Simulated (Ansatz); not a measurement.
## Ge: single point with PBE

Crystal: Ge.

```xyz
1
Lattice="-0.0282 2.1020 2.1135 2.0716 -0.0326 2.1178 2.0430 2.0777 -0.0039" Properties=species:S:1:pos:R:3 pbc="T T T"
Ge    0.0000    0.0000    0.0000
```

This isn't the form of Ge at room conditions, which is diamond.

The cell isn't the ideal one: cell sheared at random, sigma 0.01, atoms nudged by 0.01 Å.

| Property | Result |
| --- | --- |
| Program | Ansatz 0.2.0 |
| Task | single point |
| Functional | PBE |
| Potentials or basis | Ansatz PAW |
| Cutoff | 420 eV (not typed: the program's choice for these potentials) |
| k mesh | 11 × 11 × 11 |
| Occupations | gaussian, width 0.011 eV |
| Spin | no spin polarisation |

The pressure is 4.2 GPa and the band gap on the k mesh is none (metal or under the smearing width).

Stress tensor (GPa, compression positive):
```
 3.64  1.54 -0.08
 1.54  3.91  0.14
-0.08  0.14  5.13
```

Levels at points of the mesh, in eV from the Fermi level:
| k point | band 5 | band 6 | band 7 | band 8 | band 9 | band 10 |
| --- | --- | --- | --- | --- | --- | --- |
| (0.00, 0.00, 0.00) | -24.70 | -13.39 | 8.81 | 9.15 | 9.53 | 13.68 |

Run time: 6.1 s on 2 threads of Arm Neoverse V1 (shared host), peak memory 0.41 GiB.
